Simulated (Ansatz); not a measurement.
Input and command of a plane-wave DFT calculation in Ansatz:

```yaml
crystal:
  lattice:
    - [5.1540864066, 0.0, 0.0]
    - [0.0, 3.3754900003, 0.0]
    - [0.0, 0.0, 5.619713966]
  atoms:
    - { symbol: Si, position: [0.2389309825, 0.6243103761, 0.084078131] }
    - { symbol: Si, position: [0.1787529608, 0.25, 0.584078131] }
    - { symbol: Si, position: [0.8212470392, 0.75, 0.415921869] }
    - { symbol: Si, position: [0.6787529608, 0.25, 0.915921869] }
    - { symbol: Ni, position: [0.0082175761, 0.25, 0.1884869335] }
    - { symbol: Ni, position: [0.4917824239, 0.75, 0.6884869335] }
    - { symbol: Ni, position: [0.5082175761, 0.25, 0.3115130665] }
    - { symbol: Ni, position: [0.9917824239, 0.75, 0.8115130665] }
basis:
  ecutwfc: 420
kpoints:
  mp_grid: { grid: [8, 12, 8] }
hamiltonian:
  xc: pbe
scf:
  occupations: { method: gaussian, width: 0.15 }
output:
  forces: true
  stress: true
  eigenvalues: true
```

```bash
ansatz run input.yaml --threads 2 --pin off --max-ram 5120MiB --backend cpu --events-out ev --progress --plain --runs-dir out
```

Processor: Arm Neoverse V2, 2 threads, on a host shared with other jobs.

How long does it run, and how much memory does it take?

About 83 s on 2 threads of Arm Neoverse V2 (shared host), peak memory 1.4 GiB. It solves 53 bands at 388 k points (the mesh reduced by symmetry) with about 1913 plane waves, in 8 SCF iterations.
